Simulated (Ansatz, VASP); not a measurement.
**Al: VASP beside Ansatz**

```
CELL_PARAMETERS angstrom
3.09401 0.00000 0.00000
-1.54701 2.67949 0.00000
0.00000 0.00000 5.02095
ATOMIC_POSITIONS crystal
Al 0.33333 0.66667 0.25000
Al 0.66667 0.33333 0.75000
```

Alike in both runs: task single point; functional PBEsol; k mesh 15 × 15 × 8; occupations gaussian, width 0.1 eV; no spin polarisation.

|  | VASP | Ansatz |
| --- | --- | --- |
| version | VASP 6.6.1 | Ansatz 0.2.0 |
| potentials or method | VASP PAW PBE potentials, release 64 (Al) | scalar-relativistic, plane waves, PAW |
| plane-wave cutoff (eV) | 520 | 420 |
| valence electrons in the cell | 6 | 6 |

Ansatz gave:

```
gap on the k mesh at the Fermi level (eV)       : none
pressure (GPa)                                  : -11.0
largest component of the traceless stress (GPa) : 0.72
```

Task: Estimate VASP's values.

Result: gap on the k mesh at the Fermi level (eV): none; pressure (GPa): -11.0; largest component of the traceless stress (GPa): 0.73.

A gap of «none» marks a metal or a gap that the smearing closes. The functional is the same, so the differences come from potentials, cutoffs and numerics.

Caveats: the PAW data sets were made with another functional, which shifts forces and pressure a little (VASP).
